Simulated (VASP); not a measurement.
Output of a VASP run:

### OSZICAR
```
       N       E                     dE             d eps       ncg     rms          rms(c)
DAV:   1     0.720360332418E+02    0.72036E+02   -0.74655E+03  1456   0.122E+03
DAV:   2    -0.148504506712E+01   -0.73521E+02   -0.70348E+02  1556   0.233E+02
DAV:   3    -0.529450779045E+01   -0.38095E+01   -0.37968E+01  1806   0.553E+01
DAV:   4    -0.534826567093E+01   -0.53758E-01   -0.53750E-01  1926   0.664E+00
DAV:   5    -0.534885055228E+01   -0.58488E-03   -0.58488E-03  1789   0.529E-01    0.486E+00
DAV:   6    -0.518409725607E+01    0.16475E+00   -0.59242E-01  1785   0.226E+01    0.378E+00
DAV:   7    -0.517393083869E+01    0.10166E-01   -0.11571E-01  1631   0.398E+00    0.153E+00
DAV:   8    -0.517390146585E+01    0.29373E-04   -0.46672E-03  1904   0.707E-01    0.381E-01
DAV:   9    -0.517410627204E+01   -0.20481E-03   -0.10274E-03  1561   0.335E-01    0.127E-01
DAV:  10    -0.517412854759E+01   -0.22276E-04   -0.81952E-05  1779   0.906E-02    0.898E-02
DAV:  11    -0.517418384589E+01   -0.55298E-04   -0.93341E-05  1516   0.621E-02    0.445E-02
DAV:  12    -0.517418480013E+01   -0.95424E-06   -0.31274E-06  1761   0.201E-02
   1 F= -.51741848E+01 E0= -.51741848E+01  d E =-.486150E-11
```

File OUTCAR:
```
------------------------ aborting loop because EDIFF is reached ----------------------------------------
  FORCE on cell =-STRESS in cart. coord.  units (eV):
  Direction    XX          YY          ZZ          XY          YZ          ZX
  --------------------------------------------------------------------------------------
  Total        0.6318871      0.6318871      0.6318871     -0.0000000      0.0000000     -0.0000000
  in kB       17.8410563     17.8410563     17.8410563     -0.0000000      0.0000000     -0.0000000
  external PRESSURE =      17.8410563 kB  Pullay stress =       0.0000000 kB
  volume of cell :       56.75
      direct lattice vectors                 reciprocal lattice vectors
     0.000000000  3.050000000  3.050000000    -0.163934426  0.163934426  0.163934426
     3.050000000  0.000000000  3.050000000     0.163934426 -0.163934426  0.163934426
     3.050000000  3.050000000  0.000000000     0.163934426  0.163934426 -0.163934426
 POSITION                                       TOTAL-FORCE (eV/Angst)
 -----------------------------------------------------------------------------------
      0.00000      0.00000      0.00000        -0.000000     -0.000000     -0.000000
      1.52500      1.52500      1.52500         0.000000      0.000000      0.000000
 -----------------------------------------------------------------------------------
    total drift:                               -0.000003     -0.000003     -0.000003
  FREE ENERGIE OF THE ION-ELECTRON SYSTEM (eV)
  ---------------------------------------------------
  free  energy   TOTEN  =        -5.1741848001 eV

  energy  without entropy=       -5.1741848001  energy(sigma->0) =       -5.17418480
```
(Selected blocks of OUTCAR.)

**POSCAR**
```
ZnTe
1
    0.0000000000     3.0500000000     3.0500000000
    3.0500000000     0.0000000000     3.0500000000
    3.0500000000     3.0500000000     0.0000000000
Zn Te
1 1
Direct
  0.0000000000   0.0000000000   0.0000000000
  0.2500000000   0.2500000000   0.2500000000
```

Question: Write an INCAR and KPOINTS that could have produced this output.

Answer: Several could match; the one computed here: the input of the run itself, PBE GGA, plane waves, VASP's PBE PAW potentials (set 64).

**INCAR**
```
# general
SYSTEM   =  ZnTe
PREC     =  Accurate
ENCUT    =  400   # plane-wave cut-off (eV)
LREAL    =  .False.
LASPH    =  .True.

# electronic loop
EDIFF    =  1E-6
NELM     =  100   # most electronic steps
ALGO     =  Normal
LMAXMIX  =  4

# smearing
ISMEAR   =  0
SIGMA    =  0.05

# functional
GGA      =  PE   # PBE

# ions
ISIF     =  2   # forces and stress, cell fixed

# output
LWAVE    =  .False.
LCHARG   =  .False.
```

KPOINTS:
```
Automatic mesh
0
Gamma
11 11 11
0 0 0
```

POTCAR, in this order: Zn Te (PBE.64 set). Program: vasp_std.

The compound is ZnTe in the zinc blende structure. The cell was not relaxed at this level. The run is one of a series of settings (KPOINTS 11×11×11 Γ-centred mesh against the base run), some of them coarse on purpose.
